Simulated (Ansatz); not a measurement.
## Structure relaxation of V

All numbers below come from Ansatz 0.2.0, DFT PBEsol, scalar-relativistic, plane waves, PAW. Cutoff 420 eV, Γ-centred k mesh, Gaussian smearing, no spin polarisation in the final step.

The start puts V on the diamond structure type (Fd-3m, No. 227), at a guessed volume.

```yaml
crystal:
  lattice:
    - [0.00000, 2.51182, 2.51182]
    - [2.51182, 0.00000, 2.51182]
    - [2.51182, 2.51182, 0.00000]
  atoms:
    - { symbol: V, position: [0.50000, 0.50000, 0.50000] }
    - { symbol: V, position: [0.75000, 0.75000, 0.75000] }
```

Steps on the 6×6×6 mesh (2 atoms). 4 of 5 steps are shown, and the free energy counts from the last. Trial steps that were taken back and renewals of the plane-wave basis can be among the rows.

```json
{"step": "1", "ΔF (meV/atom)": "43.4", "V (Å³/atom)": "15.85", "P (GPa)": "9.53"}
{"step": "2", "ΔF (meV/atom)": "12.0", "V (Å³/atom)": "16.57", "P (GPa)": "4.63"}
{"step": "3", "ΔF (meV/atom)": "0.7", "V (Å³/atom)": "17.31", "P (GPa)": "0.51"}
{"step": "5", "ΔF (meV/atom)": "0.0", "V (Å³/atom)": "17.41", "P (GPa)": "0.06"}
```

A final relaxation ran on a 18×18×18 mesh. The relaxed crystal, Fd-3m (No. 227):

Space group Fd-3m:1 (No. 227). a = 5.184 Å, b = 5.184 Å, c = 5.184 Å, α = 90.00°, β = 90.00°, γ = 90.00°
```csv
atom,site,symmetry,x,y,z
V,8a,-43m,0.5000,0.0000,0.5000
```

```yaml
Volume_per_atom: 17.41 Å³
Density: 4.86 g/cm³
Energy_over_the_standard_structure: 2.48 eV/atom
Gap_on_the_18×18×18_mesh: 0 eV (a metal)
```

Energies count from the standard state of V at the same level.

The final run used a 18×18×18 mesh on its 2-atom cell and 0.10 eV smearing. For metals, differences of a few meV/atom aren't resolved.

Symmetry constrained the relaxation, so the result can be a saddle point.